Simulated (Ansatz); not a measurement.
**Stiffness of HgTe from strained cells**

```
CELL_PARAMETERS angstrom
0.00000 3.22350 3.22350
3.22350 0.00000 3.22350
3.22350 3.22350 0.00000
ATOMIC_POSITIONS crystal
Hg 0.00000 0.00000 0.00000
Te 0.75000 0.75000 0.75000
```

Atoms are numbered in the order listed.

The cell is COD entry 1539232, as deposited and not checked against the literature; nothing was relaxed.

Spin–orbit coupling is left out, though it moves levels of the heavy atoms by tenths of an eV or more.

These are results of DFT, PBE, all-electron LAPW, scalar-relativistic in Ansatz 0.2.0, not measurements.

The runs use a Γ-centred 9×9×9 k mesh, Fermi–Dirac smearing of 0.05 eV, basis error target 0.5 meV/atom, no spin polarisation.

The unstrained cell is at 4.07 GPa. Large strains and very small stresses are left out. Each strain is applied once, with fractional coordinates held (clamped ions), and σ below is the change of stress, positive in tension. One finite strain gives stress–strain coefficients at this pressure with an error of the order of the strain times third-order constants, a few per cent for each per cent of strain. In a metal the k mesh adds noise of tens of per cent to soft shears.

Problem. With z strained by -2 % at fixed volume, the run gives σzz − σxx = -0.33 GPa and εzz − εxx = -0.0302. Which stiffness follows?

Solution. C11 − C12 = (σzz − σxx)/(εzz − εxx) = 11 GPa.

Problem. Estimate the stiffness probed by this change, and the stress that it gives: z strained by +3 % at fixed volume.

Solution. σzz − σxx = 0.59 GPa and εzz − εxx = 0.0447, so C11 − C12 = (σzz − σxx)/(εzz − εxx) = 13 GPa.

Problem. The two estimates of C11 − C12 differ. Why, and which value is best?

Solution. Finite strains add third-order terms, and in a metal the k mesh adds noise; two strains on one mesh can't tell these apart, so neither value is shown to be the better.
